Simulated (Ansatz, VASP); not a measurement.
## Two plane-wave programs on Ti

File INCAR:

```
SYSTEM = Ti
PREC = Accurate ; ENCUT = 520
EDIFF = 1E-6 ; ISMEAR = -1
SIGMA = 0.1 ; LREAL = .FALSE.
LASPH = .TRUE. ; NELM = 80
ALGO = Normal ; ISIF = 2
LWAVE = .FALSE. ; LCHARG = .FALSE.
GGA = PS ; NBANDS = 12
```

Contents of KPOINTS:

```
regular mesh
0
G
  14 14 14
  0 0 0
```

Contents of POSCAR:

```
Ti
1.0
    2.6339271490      0.0000000000      0.0000000000
    0.0000000000      2.6339271490      0.0000000000
    0.0000000000      0.0000000000      2.6339271490
Ti
1
Direct
    0.0000000000      0.0000000000      0.0000000000
```

Input for Ansatz:

```yaml
crystal:
  lattice:
    - [2.633927149, 0.0, 0.0]
    - [0.0, 2.633927149, 0.0]
    - [0.0, 0.0, 2.633927149]
  atoms:
    - { symbol: Ti, position: [0.0, 0.0, 0.0] }
hamiltonian:
  xc: pbesol
  pseudopotentials:
    kind: paw
    azcp:
      Ti: "pseudopotentials/Ti.paw.azcp"
basis:
  ecutwfc: 420
  fft_grid_basis: typed
kpoints:
  mp_grid: { grid: [14, 14, 14], shift: [0, 0, 0] }
magnetization:
  spin_polarized: false
scf:
  occupations: { method: fermi_dirac, width: 0.1 }
  lower_state_search: "off"
output:
  stress: true
```

Alike in both runs: task single point; functional PBEsol; k mesh 14 × 14 × 14; occupations fermi-dirac, width 0.1 eV; no spin polarisation.

|  | VASP | Ansatz |
| --- | --- | --- |
| version | VASP 6.6.1 | Ansatz 0.2.0 |
| potentials or method | VASP PAW PBE potentials, release 64 (Ti_sv) | plane waves (420 eV) with PAW, scalar-relativistic |
| plane-wave cutoff (eV) | 520 | 420 |
| valence electrons in the cell | 12 | 12 |

|  | VASP | Ansatz | Ansatz less VASP |
| --- | --- | --- | --- |
| pressure (GPa) | -3.4 | -3.3 | +0.10 |

The functional is the same, so the differences come from potentials, cutoffs and numerics. Ansatz warned: «pseudo_functional_mismatch».

Caveats: the PAW data sets were made with another functional, which shifts forces and pressure a little (VASP).
